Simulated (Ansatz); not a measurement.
Input and command of a calculation in Ansatz (plane waves; scalar-relativistic PAW potentials unless the input names others):

```yaml
crystal:
  lattice:
    - [0.0, 2.7348811921, 2.7348811921]
    - [2.7348811921, 0.0, 2.7348811921]
    - [2.7348811921, 2.7348811921, 0.0]
  atoms:
    - { symbol: Si, position: [0.5, 0.5, 0.5] }
    - { symbol: Si, position: [0.75, 0.75, 0.75] }
basis:
  ecutwfc: 420
kpoints:
  mp_grid: { grid: [10, 10, 10], kspacing: 0.3 }
hamiltonian:
  xc: pbe
scf:
  occupations: { method: gaussian, width: 0.05 }
  max_iter: 50
output:
  forces: true
  eigenvalues: true
  stress: true
```

```bash
ansatz run input.yaml --threads 1 --pin off --max-ram 2560MiB --backend cpu --events-out ev --progress --plain --runs-dir out
```

Problem. What will the program do with this input?

Solution. The program refuses it, because of a mesh typed together with a spacing (kpoints.mp_grid.kspacing: not typed → 0.3). Without that key it is accepted.

Abridged log:
```
Error: invalid value for `kpoints.mp_grid.kspacing`: mutually exclusive with `grid` — set one or the other
```